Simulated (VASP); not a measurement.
# ZnCu: vacancies and antisites compared, part 3 of 6

Which native defect is cheapest in ZnCu, and how does that change with the growth condition? The start is a cell from a database of measured crystal structures.

VASP 6.6.1, plane waves and PAW; the level of theory is named at each step.

So far. Step 2 (The host at zero pressure): The run ended after 2 ionic steps, 0.003 eV below its first step, once forces and stress met EDIFFG = -0.02. Step 3 (The supercell without the defect): The host is treated as a metal, as its relaxation found a gap under 0.3 eV or none, and only the neutral defect is run.

**4. Reference Cu**

This step: PBE; plane waves and PAW (Cu) (VASP 6.6.1).

System of this step: Cu. The structure is cubic, space group Fm-3m (No. 225). Conventional cell: a = 3.610 Å, b = 3.610 Å, c = 3.610 Å, α = 90.00°, β = 90.00°, γ = 90.00°. Nearest to Cu lie 12 Cu at 2.55 Å.

The reference for Cu is its crystal, relaxed at the cutoff of the large cell.

The input, INCAR:

```
SYSTEM = Cu
PREC = Normal
ENCUT = 300
EDIFF = 1E-05
NELM = 120
ISMEAR = 1
SIGMA = 0.1
LREAL = Auto
ALGO = Fast
GGA = PE
NBANDS = 11
LASPH = .TRUE.
LORBIT = 11
LWAVE = .FALSE.
LCHARG = .FALSE.
KPAR = 8
IBRION = 2
NSW = 25
ISIF = 3
EDIFFG = -0.02
POTIM = 0.4
```

The input, POSCAR:

```
Cu
1.0
    0.0000000000      1.8050000000      1.8050000000
    1.8050000000      0.0000000000      1.8050000000
    1.8050000000      1.8050000000      0.0000000000
Cu
1
Direct
    0.0000000000      0.0000000000      0.0000000000
```

The input, KPOINTS:

```
Automatic mesh
0
Gamma
13 13 13
0 0 0
```

The projector-augmented-wave data sets are Cu (PBE family, release 64).

Launch:

```console
> mpirun -np 8 vasp_std
```

Output:

```text
[banner, memory and clock lines left out]
running    8 mpi-ranks, on    1 nodes
 distrk:  each k-point on    1 cores,    8 groups
 distr:  one band on    1 cores,    1 groups

 POSCAR found type information on POSCAR Cu
 POSCAR found :  1 types and       1 ions
 [... a notice as in an earlier step ...]

|                                                                             |
|               ----> ADVICE to this user running VASP <----                  |
|                                                                             |
|     You have a (more or less) 'small supercell' and for smaller cells       |
|     it is recommended to use the reciprocal-space projection scheme!        |
|     The real-space optimization is not efficient for small cells and it     |
|     is also less accurate ...                                               |
|     Therefore, set LREAL=.FALSE. in the INCAR file.                         |
|                                                                             |

 LDA part: xc-table for (Slater+PW92), standard interpolation
 POSCAR, INCAR and KPOINTS ok, starting setup
 FFT: planning ... GRIDC
 FFT: planning ... GRID_SOFT
 FFT: planning ... GRID
 WAVECAR not read
 entering main loop
       N       E                     dE             d eps       ncg     rms          rms(c)
DAV:   1     0.318203410820E+02    0.31820E+02   -0.39713E+03  1965   0.108E+03
DAV:   2    -0.403800293069E+01   -0.35858E+02   -0.33480E+02  1878   0.164E+02
DAV:   3    -0.463267026991E+01   -0.59467E+00   -0.57584E+00  2173   0.261E+01
DAV:   4    -0.463584781606E+01   -0.31775E-02   -0.31772E-02  2020   0.166E+00
DAV:   5    -0.463587898318E+01   -0.31167E-04   -0.31167E-04  2156   0.166E-01    0.770E+00
RMM:   6    -0.407120433598E+01    0.56467E+00   -0.37663E+00  1855   0.365E+01    0.433E+00
RMM:   7    -0.373957224150E+01    0.33163E+00   -0.60975E-01  1852   0.145E+01    0.989E-01
RMM:   8    -0.372832855675E+01    0.11244E-01   -0.12994E-02  1862   0.120E+00    0.263E-01
RMM:   9    -0.372703234432E+01    0.12962E-02   -0.32972E-03  1878   0.107E+00    0.227E-02
RMM:  10    -0.372707636810E+01   -0.44024E-04   -0.42007E-04  1907   0.272E-01    0.114E-02
RMM:  11    -0.372708385479E+01   -0.74867E-05   -0.71252E-05  1735   0.931E-02
   1 F= -.37270839E+01 E0= -.37270717E+01  d E =-.372708E+01
 curvature:   0.00 expect dE= 0.000E+00 dE for cont linesearch  0.000E+00
 trial: gam= 0.00000 g(F)=  0.141E-63 g(S)=  0.144E-03 ort = 0.000E+00 (trialstep = 0.100E+01)
 search vector abs. value=  0.144E-03
 bond charge predicted
       N       E                     dE             d eps       ncg     rms          rms(c)
DAV:   1    -0.373087247697E+01   -0.37961E-02   -0.65499E-02  1854   0.537E+00    0.517E-01
RMM:   2    -0.372817474708E+01    0.26977E-02   -0.12346E-02  1859   0.203E+00    0.232E-01
RMM:   3    -0.372709985354E+01    0.10749E-02   -0.17268E-03  1854   0.776E-01    0.935E-02
RMM:   4    -0.372700031322E+01    0.99540E-04   -0.70358E-05  1801   0.911E-02    0.301E-02
RMM:   5    -0.372698569471E+01    0.14619E-04   -0.32895E-05  1666   0.113E-01    0.426E-03
RMM:   6    -0.372698582869E+01   -0.13398E-06   -0.48270E-06  1223   0.221E-02
   2 F= -.37269858E+01 E0= -.37269704E+01  d E =0.980261E-04
[...]
3 F= -.37270741E+01 E0= -.37270607E+01  d E =0.980213E-05
[...]
4 F= -.37270837E+01 E0= -.37270709E+01  d E =0.131722E-06
[...]
5 F= -.37270782E+01 E0= -.37270651E+01  d E =0.563984E-05
[...]
6 F= -.37270815E+01 E0= -.37270685E+01  d E =0.239852E-05
[...]
7 F= -.37270822E+01 E0= -.37270693E+01  d E =0.167216E-05
[...]
8 F= -.37270816E+01 E0= -.37270687E+01  d E =0.227563E-05
 curvature:  -0.00 expect dE=-0.550E-06 dE for cont linesearch -0.550E-06
 ZBRENT: interpolating
 opt :   0.2571  next Energy=    -3.727083 (dE= 0.117E-05)
 bond charge predicted
       N       E                     dE             d eps       ncg     rms          rms(c)
DAV:   1    -0.372708190342E+01   -0.23891E-06   -0.41160E-07   990   0.128E-02    0.247E-03
RMM:   2    -0.372708179695E+01    0.10647E-06   -0.28761E-07   731   0.100E-02
   9 F= -.37270818E+01 E0= -.37270689E+01  d E =0.205784E-05
 curvature:  -0.00 expect dE=-0.148E-07 dE for cont linesearch -0.148E-07
 trial: gam=-0.18006 g(F)=  0.188E-63 g(S)=  0.796E-05 ort = 0.338E-04 (trialstep = 0.851E+00)
 search vector abs. value=  0.442E-06
 reached required accuracy - stopping structural energy minimisation
```

It took 15 s on 8 MPI ranks of AMD EPYC 7R43, shared host; peak memory 0.6 GiB; 1.9 min of CPU time.

OUTCAR, selected parts (step 4):

```text
  LATTYP: Found a face centered cubic cell.
 ALAT       =     3.6100000000

The static configuration has the point symmetry O_h .

 Found     84 irreducible k-points:

   k-points           NKPTS =     84   k-points in BZ     NKDIM =     84   number of bands    NBANDS=     11

   dimension x,y,z NGX =    12 NGY =   12 NGZ =   12
   dimension x,y,z NGXF=    24 NGYF=   24 NGZF=   24

   ENCUT  =  300.0 eV  22.05 Ry    4.70 a.u.   3.61  3.61  3.61*2*pi/ulx,y,z

   NELECT =      11.0000    total number of electrons

 E-fermi :   7.8612

 k-point     1 :       0.0000    0.0000    0.0000
  band No.  band energies     occupation
    ...
      2       4.6033      2.00000
      3       4.6033      2.00000
      4       4.6033      2.00000
      5       5.4320      2.00000
      6       5.4320      2.00000
      7      30.2941      0.00000
      8      32.9715      0.00000
      9      32.9716      0.00000
     10      32.9716      0.00000
     11      35.4644      0.00000

 k-point     2 :       0.0769    0.0000    0.0000
  band No.  band energies     occupation
    ...
      2       4.5569      2.00000
      3       4.6435      2.00000
      4       4.6435      2.00000
      5       5.4163      2.00000
      6       5.4163      2.00000
      7      28.8659      0.00000
      8      31.2453      0.00000
      9      32.3530      0.00000
     10      32.3531      0.00000
     11      36.3827      0.00000

  Total       -0.0082939     -0.0082939     -0.0082939     -0.0000000     -0.0000000      0.0000000
  in kB       -1.1309977     -1.1309977     -1.1309977     -0.0000000     -0.0000000      0.0000000
  external PRESSURE =      -1.1309977 kB  Pullay stress =       0.0000000 kB

  energy-cutoff  :      300.00
  volume of cell :       11.75
      direct lattice vectors                 reciprocal lattice vectors
     0.000000000  1.804369313  1.804369313    -0.277105134  0.277105134  0.277105134
     1.804369313  0.000000000  1.804369313     0.277105134 -0.277105134  0.277105134
     1.804369313  1.804369313  0.000000000     0.277105134  0.277105134 -0.277105134

 POSITION                                       TOTAL-FORCE (eV/Angst)
 -----------------------------------------------------------------------------------
      0.00000      0.00000      0.00000         0.000000      0.000000     -0.000000
 -----------------------------------------------------------------------------------
    total drift:                               -0.000000     -0.000000     -0.000000

  FREE ENERGIE OF THE ION-ELECTRON SYSTEM (eV)
  ---------------------------------------------------
  free  energy   TOTEN  =        -3.7270817969 eV

  energy  without entropy=       -3.7270430529  energy(sigma->0) =       -3.72706888

 total charge
# of ion       s       p       d       tot
------------------------------------------
    1        0.449   0.386   9.174  10.009

[... 2 parts as in an earlier step ...]

[... 7 further parts left out ...]
```

CONTCAR:

```
Cu
   1.00000000000000
     0.0000000000000000    1.8043693129035210    1.8043693129035210
     1.8043693129035210    0.0000000000000000    1.8043693129035210
     1.8043693129035210    1.8043693129035210    0.0000000000000000
  Cu
     1
Direct
     0.0000000000000000    0.0000000000000000    0.0000000000000000
```

Little changed from the start: no atom moved by 0.005 Å and no cell edge by 0.1 %.

Numbers from this step:

```yaml
electronic_cycles: 39
electrons: 11
free_energy_toten: -3.727 eV
fermi_energy: 7.861 eV
```

The run ended after 9 ionic steps, 0.000 eV above its first step, once forces and stress met EDIFFG = -0.02.

Energy at zero smearing: -3.72707 eV.

**5. Reference Zn**

This step: PBE; plane waves and PAW (Zn) (VASP 6.6.1).

System of this step: Zn. It takes space group P6_3/mmc (No. 194, hexagonal). Conventional cell: a = 2.660 Å, b = 2.660 Å, c = 4.937 Å, α = 90.00°, β = 90.00°, γ = 120.00°. Nearest to Zn lie 12 Zn at 2.66 to 2.91 Å.

The reference for Zn is its crystal, relaxed at the cutoff of the large cell.

Changes to INCAR since step 4:

```diff
@@ -1,2 +1,2 @@
-SYSTEM = Cu
+SYSTEM = Zn
 PREC = Normal
@@ -10,4 +10,3 @@
 GGA = PE
-NBANDS = 11
-LASPH = .TRUE.
+NBANDS = 18
 LORBIT = 11
```

The input, POSCAR:

```
Zn
1.0
    2.6600000000      0.0000000000      0.0000000000
   -1.3300000000      2.3036275741      0.0000000000
    0.0000000000      0.0000000000      4.9369600000
Zn
2
Direct
    0.0000000000      0.0000000000      0.0000000000
    0.3333333333      0.6666666667      0.5000000000
```

The input, KPOINTS:

```
Automatic mesh
0
Gamma
11 11 6
0 0 0
```

Potentials, in the order of the species: Zn (PBE family, release 64).

Launch:

```console
> mpirun -np 8 vasp_std
```

Output:

```text
[banner, memory and clock lines left out]
running    8 mpi-ranks, on    1 nodes
 distrk:  each k-point on    1 cores,    8 groups
 distr:  one band on    1 cores,    1 groups

 POSCAR found type information on POSCAR Zn
 POSCAR found :  1 types and       2 ions
 [... a notice as in an earlier step ...]

 [... a notice as in an earlier step ...]

 LDA part: xc-table for (Slater+PW92), standard interpolation
 POSCAR, INCAR and KPOINTS ok, starting setup
 FFT: planning ... GRIDC
 FFT: planning ... GRID_SOFT
 FFT: planning ... GRID
 WAVECAR not read
 entering main loop
       N       E                     dE             d eps       ncg     rms          rms(c)
DAV:   1     0.856717586165E+02    0.85672E+02   -0.91548E+03  2360   0.147E+03
DAV:   2     0.496558467428E+00   -0.85175E+02   -0.83517E+02  2330   0.240E+02
DAV:   3    -0.239677576857E+01   -0.28933E+01   -0.28862E+01  2578   0.522E+01
DAV:   4    -0.240831671004E+01   -0.11541E-01   -0.11539E-01  2580   0.341E+00
DAV:   5    -0.240833051035E+01   -0.13800E-04   -0.13800E-04  2496   0.102E-01    0.404E+00
RMM:   6    -0.221799760146E+01    0.19033E+00   -0.74100E-01  2304   0.102E+01    0.307E+00
RMM:   7    -0.220884056917E+01    0.91570E-02   -0.19425E-02  2304   0.194E+00    0.153E+00
RMM:   8    -0.220346887183E+01    0.53717E-02   -0.50176E-03  2304   0.616E-01    0.943E-02
RMM:   9    -0.220347062701E+01   -0.17552E-05   -0.12659E-03  2304   0.491E-01    0.894E-02
RMM:  10    -0.220342968743E+01    0.40940E-04   -0.19356E-04  2301   0.149E-01    0.393E-03
RMM:  11    -0.220343121527E+01   -0.15278E-05   -0.11254E-05  1372   0.324E-02
   1 F= -.22034312E+01 E0= -.22034521E+01  d E =-.220343E+01
 curvature:   0.00 expect dE= 0.000E+00 dE for cont linesearch  0.000E+00
 trial: gam= 0.00000 g(F)=  0.216E-45 g(S)=  0.170E-02 ort = 0.000E+00 (trialstep = 0.100E+01)
 search vector abs. value=  0.170E-02
 bond charge predicted
       N       E                     dE             d eps       ncg     rms          rms(c)
DAV:   1    -0.221186154554E+01   -0.84319E-02   -0.14381E-01  2640   0.352E+00    0.546E-01
RMM:   2    -0.220698065799E+01    0.48809E-02   -0.55059E-03  2304   0.858E-01    0.313E-01
RMM:   3    -0.220490029662E+01    0.20804E-02   -0.16165E-03  2304   0.368E-01    0.916E-02
RMM:   4    -0.220480460999E+01    0.95687E-04   -0.36779E-04  2304   0.190E-01    0.227E-02
RMM:   5    -0.220480745133E+01   -0.28413E-05   -0.23892E-05  1555   0.572E-02
   2 F= -.22048075E+01 E0= -.22046844E+01  d E =-.137624E-02
[...]
3 F= -.22088881E+01 E0= -.22088338E+01  d E =-.545689E-02
[...]
4 F= -.22091211E+01 E0= -.22090914E+01  d E =-.233016E-03
[...]
5 F= -.22091900E+01 E0= -.22091764E+01  d E =-.301936E-03
[...]
6 F= -.22091360E+01 E0= -.22091126E+01  d E =-.247845E-03
[...]
7 F= -.22090802E+01 E0= -.22090484E+01  d E =-.192083E-03
 curvature:  -0.62 expect dE=-0.923E-04 dE for cont linesearch -0.262E-04
 ZBRENT: interpolating
 opt :   0.5174  next Energy=    -2.209142 (dE=-0.254E-03)
 bond charge predicted
       N       E                     dE             d eps       ncg     rms          rms(c)
DAV:   1    -0.220924121144E+01   -0.16076E-03   -0.14444E-03  2550   0.637E-01    0.800E-02
RMM:   2    -0.220913144692E+01    0.10976E-03   -0.35965E-04  2304   0.226E-01    0.284E-02
RMM:   3    -0.220912060595E+01    0.10841E-04   -0.11510E-05  1351   0.395E-02    0.163E-02
RMM:   4    -0.220911372577E+01    0.68802E-05   -0.45751E-06  1327   0.191E-02
   8 F= -.22091137E+01 E0= -.22090871E+01  d E =-.225618E-03
 curvature:  -0.16 expect dE=-0.768E-05 dE for cont linesearch -0.192E-08
 trial: gam=-0.08808 g(F)=  0.173E-44 g(S)=  0.494E-04 ort = 0.321E-05 (trialstep = 0.138E+01)
 search vector abs. value=  0.553E-04
 reached required accuracy - stopping structural energy minimisation
```

It took 14 s on 8 MPI ranks; peak memory 0.71 GiB.

Parts of OUTCAR (step 5):

```text
   k-points           NKPTS =     64   k-points in BZ     NKDIM =     64   number of bands    NBANDS=     18

   ENCUT  =  300.0 eV  22.05 Ry    4.70 a.u.   3.76  3.76  6.97*2*pi/ulx,y,z

   NELECT =      24.0000    total number of electrons

 E-fermi :   3.1640

 k-point     1 :       0.0000    0.0000    0.0000
  band No.  band energies     occupation
    ...
      9      -4.1757      2.00000
     10      -3.9342      2.00000
     11      -3.9341      2.00000
     12      -0.3767      2.00000
     13       0.4549      2.00000
     14      17.8046      0.00000
     15      20.0040      0.00000
     16      20.0041      0.00000
     17      21.1819      0.00000
     18      21.7371      0.00000

  Total       -0.0344746     -0.0344746      0.0135700     -0.0000000     -0.0000000     -0.0000000
  in kB       -1.8223870     -1.8223870      0.7173328     -0.0000000     -0.0000000     -0.0000000
  external PRESSURE =      -0.9758138 kB  Pullay stress =       0.0000000 kB

 POSITION                                       TOTAL-FORCE (eV/Angst)
 -----------------------------------------------------------------------------------
      0.00000     -0.00000      0.00000        -0.000000      0.000000      0.000000
     -0.00000      1.55188      2.42196         0.000000     -0.000000     -0.000000
 -----------------------------------------------------------------------------------
    total drift:                                0.000000     -0.000000     -0.000000

  FREE ENERGIE OF THE ION-ELECTRON SYSTEM (eV)
  ---------------------------------------------------
  free  energy   TOTEN  =        -2.2091137258 eV

  energy  without entropy=       -2.2090339755  energy(sigma->0) =       -2.20908714

[... 1 part as in an earlier step ...]

[... 15 further parts left out ...]
```

CONTCAR:

```
Zn
   1.00000000000000
     2.6879433063519547    0.0000000000000000    0.0000000000000000
    -1.3439716531759773    2.3278271872675744   -0.0000000000000000
     0.0000000000000000   -0.0000000000000000    4.8439287839743823
  Zn
     2
Direct
     0.0000000000000000    0.0000000000000000    0.0000000000000000
     0.3333333332999970    0.6666666667000030    0.5000000000000000
```

The run keeps the 24 symmetry operations of its start, so it cannot find a distortion of lower symmetry.

Step by step:

```
step  energy less that of the first step (eV)  largest force (eV/Å)  pressure (GPa)  volume (Å³)
   1                                   0.0000                0.0000            0.11        30.25
   2                                  -0.0014                0.0000            0.81        30.29
   3                                  -0.0055                0.0000           -0.54        30.39
   4                                  -0.0057                0.0000           -0.12        30.13
   5                                  -0.0058                0.0000            0.28        30.22
   6                                  -0.0057                0.0000            0.05        30.29
   7                                  -0.0056                0.0000           -0.25        30.33
   8                                  -0.0057                0.0000           -0.10        30.31
```

```
conventional cell, symmetrised  before  after  change
                         a (Å)   2.660  2.688  +1.1 %
                         b (Å)   2.660  2.688  +1.1 %
                         c (Å)   4.937  4.844  -1.9 %
              volume (Å³/atom)   15.13  15.15  +0.2 %
```

The relaxed structure:

```cif
data_structure
_symmetry_space_group_name_H-M 'P 1'
_symmetry_Int_Tables_number 1
_cell_length_a 2.6879
_cell_length_b 2.6879
_cell_length_c 4.8439
_cell_angle_alpha 90.000
_cell_angle_beta 90.000
_cell_angle_gamma 120.000
_cell_volume 30.31
loop_
_atom_site_label
_atom_site_type_symbol
_atom_site_fract_x
_atom_site_fract_y
_atom_site_fract_z
_atom_site_occupancy
Zn1 Zn 0.00000 0.00000 0.00000 1
Zn2 Zn 0.33333 0.66667 0.50000 1
```

Numbers from this step:

| Item | Value |
| --- | --- |
| electronic cycles | 47 |
| electrons | 24 |
| free energy (TOTEN) | -2.209 eV |
| Fermi energy | 3.164 eV |

The run ended after 8 ionic steps, 0.006 eV below its first step, once forces and stress met EDIFFG = -0.02.

The edges of the cell as typed change unequally, by -1.9 to +1.1 %. In a metal that hangs on the k mesh, which was not refined here; the energy is less touched by it than the shape.

Energy at zero smearing: -2.20909 eV.

[end of part 3 of 6]

[Lines on the potential files, build, host, timing and source positions are cut from VASP's logs without a mark.]

[Logs are printed without paths, hosts, clocks, repeated set-up lines and the standing remarks that a program may print on its own settings, such as how far it seeks lower states.]

[Hosts, paths, dates, database ids (printed as entryN), source tags and the programs' standing remarks are cut or masked in the printed files.]

[In band tables of VASP the shares of atoms and orbitals are scaled to a sum of 1 inside the atoms' spheres.]

[Runs that stopped without an error message from VASP are left out.]
